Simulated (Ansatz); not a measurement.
# CdS (Greenockite) (P6_3mc) in Ansatz: further runs

Aim: see how the results for CdS (Greenockite) move with the level of theory and the settings. Levels: exchange-only PBE, PBE, PBE-EpsX. Tasks: band structure, relaxation of cell and atoms.

All numbers are computed with Ansatz 0.2.0; they aren't measurements. Logs are shortened: lines on timing, memory, paths and dates and some standing lists are left out, and cuts for length are marked.

**The experiment to reproduce.**

“Isotope dependence of band-gap energy”, 2008, arxiv:0807.2152 quotes, for a bulk crystal of CdS: band gap 2.5809 ± 0.0002 eV.

How close the calculation comes is told below.

## Step 1: The structure

Symmetry: P6_3mc, No. 186, hexagonal system. Conventional cell: a = 4.150 Å, b = 4.150 Å, c = 6.737 Å, α = 90.00°, β = 90.00°, γ = 120.00°. Cd (site symmetry 3m) is surrounded by 4 S at 2.53 to 2.54 Å. Around S (site symmetry 3m) lie 4 Cd at 2.53 to 2.54 Å.

## Step 2: Band structure, exchange-only PBE

input.yaml reads:

```yaml
crystal:
  lattice:
    - [4.15, 0.0, 0.0]
    - [-2.075, 3.5940054257, 0.0]
    - [0.0, 0.0, 6.737]
  atoms:
    - { symbol: Cd, position: [0.6666666667, 0.3333333333, 0.5] }
    - { symbol: Cd, position: [0.3333333333, 0.6666666667, 0.0] }
    - { symbol: S, position: [0.6666666667, 0.3333333333, 0.875] }
    - { symbol: S, position: [0.3333333333, 0.6666666667, 0.375] }
hamiltonian:
  xc: { exchange: pbe, correlation: none }
  pseudopotentials: { kind: paw }
kpoints:
  mp_grid: { grid: [7, 7, 4] }
  band_path:
    path:
      - [[0.0, 0.0, 0.0], [0.5, 0.0, 0.0], [0.3333333333, 0.3333333333, 0.0], [0.0, 0.0, 0.0], [0.0, 0.0, 0.5], [0.5, 0.0, 0.5], [0.3333333333, 0.3333333333, 0.5], [0.0, 0.0, 0.5]]
      - [[0.5, 0.0, 0.5], [0.5, 0.0, 0.0]]
      - [[0.3333333333, 0.3333333333, 0.0], [0.3333333333, 0.3333333333, 0.5]]
    npoints: 14
scf:
  occupations: { method: fermi_dirac, width: 0.05 }
  n_extra_bands: 10
output:
  forces: true
  stress: true
  eigenvalues: true
  fatbands: false
```

Potentials or basis: Ansatz PAW.

The run is started by

```sh
ansatz run input.yaml --threads 2 --pin off --max-ram 5120MiB --backend cpu --events-out ev --progress --plain --runs-dir out
```

Standard output:

```text
Warning: RAYON_NUM_THREADS=2 ignored (pool sized by the plan → 2); use --threads N
scf.n_extra_bands = 10 over 26 filled bands (N_el = 52.0): the run solves 36 bands
Engine: ansatz 0.2.0, aarch64-unknown-linux-gnu
Pseudopotentials: kind: paw
Pseudopotential: Cd, paw, valence charge 20, recommended cutoff 420 eV (normal), Cd.paw.azcp
Pseudopotential: S, paw, valence charge 6, recommended cutoff 420 eV (normal), S.paw.azcp
Functional definition: unnamed
  exchange = pbe_x
  correlation = 0
Crystal: 4 atoms, lattice volume = 100.483 Å³
Basis set: ecut = 420 eV, 1973 PW (Γ), exchange–correlation on 60×60×96 points (8 copies of the dense FFT grid, shifted against one another)
Bands: 36, of which v1, the nominal top of the filled ones, is band 26 counted from 1 (25 counted from 0)
Symmetry: 12 space group operations
Space group: P63mc (ITA 186), of the structure as read, at distance tolerance 4.6e-5 Å
k-points: 24 of 196 (time reversal used)
Non-local potential: Cd, projectors of the file, l = 0: 3, l = 1: 2, l = 2: 2, l = 3: 1
Non-local potential: S, projectors of the file, l = 0: 2, l = 1: 2, l = 2: 2
PAW form: soft (Blöchl's): semilocal exchange-correlation on the pseudo side does not see the compensation charge
PAW frozen core: Cd, regenerated for the run's functional, and the local potential with it (the file was generated under x = pbe(κ = 0.804, μ = 0.2195149727645171), c = pbe(β = 0.06672455060314922))
PAW frozen core: S, regenerated for the run's functional, and the local potential with it (the file was generated under x = pbe(κ = 0.804, μ = 0.2195149727645171), c = pbe(β = 0.06672455060314922))
PAW one-centre angular grid: Cd, 590 points (default); XC on 64 Gauss nodes
PAW one-centre angular grid: S, 110 points (default); XC on 64 Gauss nodes
Initial density: superposition of atomic densities (neutral atoms: chi_scale 0, normalization atom), corrected by the library's trained network
Initial wavefunctions: pseudopotential atomic-orbital guess
Functional: x = pbe(κ = 0.804, μ = 0.2195149727645171), c = none
SCF iter   1: F=—  HF=-18141.470863 eV  |F-HF|=—  |Δ(HF+E_count)|=         —  Δρ=8.23e-3  dr2=5.56e-2  ethr=1.77e-3  ⟨swp⟩=6.1  Hψ=3578  notcnv=0  defer=27
preconditioner: auto → Resta (q_TF=auto, 2.445 Å⁻¹)  ε∞=3.9  [insulator: Δε(μ)=1.194 eV  Ē_g=12.988 eV  σ=0.050 eV  W_gap=1.00  n_scr=22 (ndim 8)  ℏωp=22.2 eV  f_vac=0.131  D(μ)=0.00/eV (n_scr^D=0)  ε∞_Penn≈3.9]
SCF iter   2: F=—  HF=-18141.453111 eV  |F-HF|=—  |Δ(HF+E_count)|=   1.78e-2  Δρ=1.18e-3  dr2=9.08e-4  ethr=1.07e-4  ⟨swp⟩=2.0  Hψ=1616  notcnv=0  defer=64
SCF iter   3: F=—  HF=-18141.453224 eV  |F-HF|=—  |Δ(HF+E_count)|=   1.13e-4  Δρ=5.33e-4  dr2=1.44e-4  ethr=1.75e-6  ⟨swp⟩=2.4  Hψ=1225  notcnv=0  defer=64
SCF iter   4: F=—  HF=-18141.453362 eV  |F-HF|=—  |Δ(HF+E_count)|=   1.38e-4  Δρ=6.79e-5  dr2=4.51e-6  ethr=2.77e-7  ⟨swp⟩=2.0  Hψ=1232  notcnv=0  defer=64
SCF iter   5: F=—  HF=-18141.453521 eV  |F-HF|=—  |Δ(HF+E_count)|=   1.59e-4  Δρ=2.13e-5  dr2=4.90e-7  ethr=8.68e-9  ⟨swp⟩=2.0  Hψ=1223  notcnv=0  defer=64
SCF iter   6: F=-18141.453521 eV  HF=-18141.453521 eV  |F-HF|=5.65e-9  |Δ(HF+E_count)|=   2.01e-7  Δρ=5.06e-6  dr2=4.63e-8  ethr=1.92e-10  ⟨swp⟩=9.4  Hψ=3900  notcnv=0
SCF 1 converged in 6 iterations: F = -18141.453521 eV  dr2 = 4.63e-8
NSCF: frozen V_eff on 129 k-points
SCF converged after 6 iterations
Free energy (F): -18141.453521 eV
Harris-Foulkes:  -18141.453521 eV  (|F-HF|=5.65e-9)
Internal energy: -18141.453521 eV  (E = F + TS)
E sigma→0 (E₀):  -18141.453521 eV
Entropy (-TS):   -0.000000 eV (-0.000 meV/atom)
Fermi energy:    8.792139 eV
--- Per-component energies (eV) ---
  E_band       = -942.467900
  E_kinetic    = 1225.508091
  E_local      = -8052.725414  (includes V_loc(G=0)·N_el)
  E_nonlocal   = 110.731972
  E_hartree    = 3697.503324
  E_xc         = -504.250934
  E_vxc        = -567.166555  (∫ρ·V_xc dr)
  E_paw        = -9236.027804  (= ΣΔE_a)
  E_vpaw       = -1053.827944  (= ΣTr[D̂ρ^β])
  E_aug_tail   = 0.000033  (compensation charges beyond the density's cutoff)
  E_ewald      = -5382.392226
  E_core_change = 0.199435  (= ΣΔE_core)
  E_smearing   = -0.000000  (= −TS)
  E_closure    = 0.000000  (closes the sum)
  Σ components = -18141.453521   (vs F -18141.453521, Δ=0.00e0)
--- Forces (eV/Å), atoms counted from 1 ---
  atom   1  Cd    -0.00000000    -0.00000000    -0.06635869
  atom   2  Cd    -0.00000000     0.00000000    -0.06635869
  atom   3  S      0.00000000    -0.00000000     0.06636261
  atom   4  S      0.00000000     0.00000000     0.06636261
  max |Σ_I F_I| component: 7.83e-6 eV/Å
--- Stress (GPa, compression-positive) ---
       10.412763      -0.000000       0.000000
       -0.000000      10.412763       0.000000
        0.000000       0.000000      11.369930
  P = ⅓ Tr σ = 10.7318 GPa (107.318 kbar)
--- Band table (eV; the first three rows and the last of 24) ---
  k-point 0: bands = ["-92.9745", "-92.9745", "-54.0514", "-54.0513", "-54.0513", "-54.0512", "-54.0512", "-54.0508", "-4.1183", "-3.6907", "0.5696", "0.5913", "0.5913", "0.6785", "0.6785", "0.9884", "0.9884", "1.0782", "1.0782", "1.4052", "3.8671", "7.4229", "7.4229", "8.1308", "8.1752", "8.1752", "9.3480", "10.9526", "14.6248", "14.6248", "14.9679", "15.7376", "15.7376", "15.8827", "18.0925", "18.0925"]
  k-point 1: bands = ["-92.9745", "-92.9745", "-54.0513", "-54.0513", "-54.0513", "-54.0512", "-54.0512", "-54.0509", "-4.0544", "-3.7511", "0.6007", "0.6007", "0.6146", "0.6622", "0.6622", "1.0045", "1.0045", "1.0681", "1.0681", "1.1422", "4.4695", "7.1430", "7.5267", "7.5267", "8.0581", "8.0581", "10.2293", "11.0211", "14.5053", "14.7001", "14.7001", "15.2771", "15.4537", "15.4537", "18.5488", "18.5488"]
  k-point 2: bands = ["-92.9745", "-92.9745", "-54.0513", "-54.0513", "-54.0513", "-54.0513", "-54.0511", "-54.0511", "-3.9011", "-3.9011", "0.6280", "0.6280", "0.6280", "0.6280", "0.7915", "0.7915", "1.0393", "1.0393", "1.0393", "1.0393", "5.7364", "5.7364", "7.7858", "7.7858", "7.7858", "7.7858", "10.9877", "10.9877", "14.3886", "14.3886", "14.9859", "14.9859", "14.9859", "14.9859", "19.4582", "19.4582"]
  k-point 23: bands = ["-92.9745", "-92.9745", "-54.0517", "-54.0517", "-54.0515", "-54.0515", "-54.0510", "-54.0510", "-3.6063", "-3.6063", "0.7518", "0.7518", "0.7862", "0.7862", "0.9678", "0.9678", "1.0313", "1.0313", "1.5108", "1.5108", "4.2629", "4.2629", "5.9585", "5.9585", "7.0521", "7.0521", "12.4867", "12.4867", "14.2012", "14.2012", "14.7638", "14.7638", "16.8612", "16.8612", "18.4644", "18.4644"]
```

bands.tsv:

```text
# k_distance	band_0	band_1	band_2	band_3	band_4	band_5	band_6	band_7	band_8	band_9	band_10	band_11	band_12	band_13	band_14	band_15	band_16	band_17	band_18	band_19	band_20	band_21	band_22	band_23	band_24	band_25	band_26	band_27	band_28	band_29	band_30	band_31	band_32	band_33	band_34	band_35
[... 149 lines left out ...]
6.175239	-101.766642	-101.766642	-62.843797	-62.843797	-62.843689	-62.843689	-62.843174	-62.843174	-12.388314	-12.388314	-8.030956	-8.030956	-8.008339	-8.008339	-7.796887	-7.796887	-7.785432	-7.785432	-7.237380	-7.237380	-4.567398	-4.567398	-2.976545	-2.976545	-1.718385	-1.718385	3.756539	3.756539	5.511637	5.511637	5.859818	5.859818	8.712538	8.712538	8.947610	8.947610
```

It took 17 s on 2 threads of Arm Neoverse V1, shared host; peak memory 0.48 GiB.

What came out:

```yaml
Free_energy: -18141.4535 eV
Pressure: 10.7 GPa
Largest_force: 0.066 eV/Å
Band_gap_on_the_k_mesh: 1.17 eV, direct
Band_gap_along_the_path: 1.17 eV, direct
```

Forces on the atoms (eV/Å):
```
Cd   0.000  0.000 -0.066
Cd   0.000  0.000 -0.066
S    0.000  0.000  0.066
S    0.000  0.000  0.066
```

Levels at the corners of the path, in eV from the valence-band top:
```
point  band 23  band 24  band 25  band 26  band 27  band 28  band 29  band 30
    Γ    -0.75    -0.04     0.00     0.00     1.17     2.78     6.45     6.45
    M    -2.59    -1.84    -1.26    -0.72     3.67     3.89     5.14     6.35
    K    -3.02    -1.81    -1.81    -1.58     4.70     5.00     5.00     7.20
    Γ    -0.75    -0.04     0.00     0.00     1.17     2.78     6.45     6.45
    A    -0.39    -0.39    -0.39    -0.39     2.81     2.81     6.21     6.21
    L    -1.31    -1.31    -1.31    -1.31     3.48     3.48     5.41     5.41
    H    -2.36    -2.36    -1.10    -1.10     4.37     4.37     6.13     6.13
    A    -0.39    -0.39    -0.39    -0.39     2.81     2.81     6.21     6.21
    L    -1.31    -1.31    -1.31    -1.31     3.48     3.48     5.41     5.41
    M    -2.59    -1.84    -1.26    -0.72     3.67     3.89     5.14     6.35
    K    -3.02    -1.81    -1.81    -1.58     4.70     5.00     5.00     7.20
    H    -2.36    -2.36    -1.10    -1.10     4.37     4.37     6.13     6.13
```

Caveat: the PAW data sets come from PBE, with cores solved anew for the run's functional, which leaves a small shift of forces and pressure.

## Step 3: Band structure, PBE

input.yaml, as its differences from that of step 2:

```diff
@@ -11,4 +11,4 @@
 hamiltonian:
-  xc: { exchange: pbe, correlation: none }
-  pseudopotentials: { kind: paw }
+  xc: pbe
+  pseudopotentials: { kind: nc, accuracy: standard }
 kpoints:
```

Potentials or basis: PseudoDojo standard (PBE files).

The run is started by

```sh
ansatz run input.yaml --threads 2 --pin off --max-ram 5120MiB --backend cpu --events-out ev --progress --plain --runs-dir out
```

It took 86 s on 2 threads of Arm Neoverse V1, shared host; peak memory 1.5 GiB.

The run converged. Its results:

```
Free energy             : -10143.5958 eV
Pressure                : 2.1 GPa
Largest force           : 0.068 eV/Å
Band gap on the k mesh  : 1.20 eV, direct
Band gap along the path : 1.20 eV, direct
```

Forces on the atoms (eV/Å):
```
Cd   0.000  0.000 -0.068
Cd   0.000  0.000 -0.068
S    0.000  0.000  0.068
S    0.000  0.000  0.068
```

Stress tensor (GPa, compression positive):
```
1.90 0.00 0.00
0.00 1.90 0.00
0.00 0.00 2.54
```

Levels at the corners of the path, in eV from the valence-band top:
```tsv
point	band 24	band 25	band 26	band 27	band 28	band 29
Γ	-0.04	0.00	0.00	1.20	2.79	6.47
M	-1.84	-1.28	-0.72	3.70	3.89	5.11
K	-1.82	-1.82	-1.59	4.66	5.07	5.07
Γ	-0.04	0.00	0.00	1.20	2.79	6.47
A	-0.39	-0.39	-0.39	2.84	2.84	6.18
L	-1.32	-1.31	-1.31	3.48	3.48	5.39
H	-2.37	-1.10	-1.10	4.39	4.39	6.10
A	-0.39	-0.39	-0.39	2.84	2.84	6.18
L	-1.32	-1.31	-1.31	3.48	3.48	5.39
M	-1.84	-1.28	-0.72	3.70	3.89	5.11
K	-1.82	-1.82	-1.59	4.66	5.07	5.07
H	-2.37	-1.10	-1.10	4.39	4.39	6.10
```

## Step 4: Band structure, PBE-EpsX

input.yaml, as its differences from that of step 3:

```diff
@@ -11,6 +11,9 @@
 hamiltonian:
-  xc: pbe
-  pseudopotentials: { kind: nc, accuracy: standard }
+  xc:
+    exchange: pbe
+    correlation: pbe
+    exx: { coeff: inverse_dielectric }
+  pseudopotentials: { kind: paw }
 kpoints:
-  mp_grid: { grid: [7, 7, 4] }
+  mp_grid: { grid: [4, 4, 3] }
   band_path:
@@ -20,3 +23,3 @@
       - [[0.3333333333, 0.3333333333, 0.0], [0.3333333333, 0.3333333333, 0.5]]
-    npoints: 14
+    npoints: 4
 scf:
@@ -29 +32,5 @@
   fatbands: false
+  write_density: true
+  write_potential: true
+  elf: true
+  volumetric_format: npy
```

Potentials or basis: Ansatz PAW.

The run is started by

```sh
ansatz run input.yaml --threads 2 --pin off --max-ram 5632MiB --backend cpu --events-out ev --progress --plain --runs-dir out
```

Run time: 5 min. Hardware: 2 threads of Arm Neoverse V1, shared host; peak memory 1.2 GiB.

The run converged. Its results:

* Free energy: -18320.7796 eV
* Pressure: 1.3 GPa
* Largest force: 0.061 eV/Å
* Band gap on the k mesh: 2.30 eV, direct
* Band gap along the path: 2.30 eV, direct
* Share of exact exchange: 0.166

Forces in eV/Å, atoms in the order of the input:
```
Cd   0.000  0.000 -0.061
Cd   0.000  0.000 -0.061
S    0.000  0.000  0.061
S    0.000  0.000  0.061
```

Stress tensor (GPa, compression positive):
```
1.12 0.00 0.00
0.00 1.12 0.00
0.00 0.00 1.53
```

Levels at the corners of the path, in eV from the valence-band top:
| point | band 24 | band 25 | band 26 | band 27 | band 28 | band 29 |
| --- | --- | --- | --- | --- | --- | --- |
| Γ | -0.03 | 0.00 | 0.00 | 2.30 | 3.97 | 7.71 |
| M | -1.95 | -1.35 | -0.77 | 4.92 | 5.04 | 6.23 |
| K | -1.94 | -1.94 | -1.70 | 5.72 | 6.42 | 6.42 |
| Γ | -0.03 | 0.00 | 0.00 | 2.30 | 3.97 | 7.71 |
| A | -0.42 | -0.42 | -0.42 | 4.01 | 4.01 | 7.41 |
| L | -1.40 | -1.38 | -1.38 | 4.62 | 4.62 | 6.60 |
| H | -2.52 | -1.16 | -1.16 | 5.62 | 5.62 | 7.24 |
| A | -0.42 | -0.42 | -0.42 | 4.01 | 4.01 | 7.41 |
| L | -1.40 | -1.38 | -1.38 | 4.62 | 4.62 | 6.60 |
| M | -1.95 | -1.35 | -0.77 | 4.92 | 5.04 | 6.23 |
| K | -1.94 | -1.94 | -1.70 | 5.72 | 6.42 | 6.42 |
| H | -2.52 | -1.16 | -1.16 | 5.62 | 5.62 | 7.24 |

Caveat: the k mesh is coarse (spacing up to 0.44 Å⁻¹), so the values aren't converged, least of all with exact exchange; the PAW data sets come from PBE, with cores solved anew for the run's functional, which leaves a small shift of forces and pressure; the thresholds are loose for stress.

(Continued in part 2 of 2.)
